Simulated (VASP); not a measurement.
Input of a VASP 6.6.1 run:

File INCAR:

```
SYSTEM = AlN
PREC = Accurate
ENCUT = 520
EDIFF = 1E-8
ISMEAR = 0
SIGMA = 0.02
LREAL = .False.
LASPH = .True.
NELM = 100
ALGO = Fast
ISIF = 2
LWAVE = .False.
LCHARG = .False.
GGA = PE
LEPSILON = .True.
IBRION = 8
NSW = 1
```

KPOINTS

```
regular mesh
0
Gamma
  3 3 1
  0 0 0
```

File POSCAR:

```
AlN                                     
1.0
    3.1519414128      0.0000000000     -0.0000000000
   -1.5759707063      2.7296613327      0.0000000000
    0.0000000000      0.0000000000      4.9337952529
  Al              N             
     2     2
Direct
     0.3333333300000021    0.6666666699999979    0.9961768108200856
     0.6666666699999979    0.3333333300000021    0.4961768108200855
     0.3333333300000021    0.6666666699999979    0.3838231891799170
     0.6666666699999979    0.3333333300000021    0.8838231891799170
```

Potentials or basis: VASP PAW PBE potentials, release 64 (Al, N).

The run is started by

```bash
$ cat potpaw_PBE.64/Al/POTCAR potpaw_PBE.64/N/POTCAR > POTCAR
$ mpirun -np 4 vasp_std > vasp.out
```

Question: Predict the electronic dielectric tensor (diagonal).

Answer: 6.00, 6.00, 5.02.

Question: What does it give for the Born charges (mean of the diagonal)?

Answer: Al +2.63; N -2.63 e.

Question: What does it give for the band gap on the k mesh?

Answer: 3.92 eV, direct.

Question: Estimate the highest phonon frequency at Γ, LO-TO splitting left out.

Answer: 688 cm⁻¹.

Electronic dielectric tensor:
```
6.00 0.00 0.00
0.00 6.00 0.00
0.00 0.00 5.02
```

Caveat: the k mesh is coarse (spacing up to 1.27 Å⁻¹), so the values aren't converged. As with any semilocal functional, this PBE gap is likely too small.
